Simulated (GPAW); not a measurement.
Runs of GPAW 26.7.0 on ZrN. The structure is cubic, space group Fm-3m (No. 225). Conventional cell: a = 4.600 Å, b = 4.600 Å, c = 4.600 Å, α = 90.00°, β = 90.00°, γ = 90.00°. Around Zr (site symmetry m-3m) lie 6 N at 2.30 Å. N (site symmetry m-3m) is surrounded by 6 Zr at 2.30 Å. 

```csv
level,potentials or basis,eigensolver,V0 of scaled cells (Å³/atom),B0 (GPa)
BLYP+D3(BJ),"PAW data sets generated in the run's folder for this functional, pw",davidson,11.77,(a)
vdW-DF2,"GPAW PAW data sets (gpaw-data 1.2.1), pw",-,12.80,218
OLYP,"PAW data sets generated in the run's folder for this functional, pw",davidson,(b),(c)
PBE,"GPAW PAW data sets (gpaw-data 1.2.1), pw",-,12.07,250
```

Alike in all rows: task equation of state; no spin polarisation; cell as given; k mesh 8 × 8 × 8; cutoff (eV) 800; smearing fermi-dirac 0.05 eV.

Task: Estimate the missing entries.

Result: (a) 260; (b) 11.95; (c) 249.

Caveats: the PAW data sets were made with another functional, which shifts forces and pressure a little (some runs).
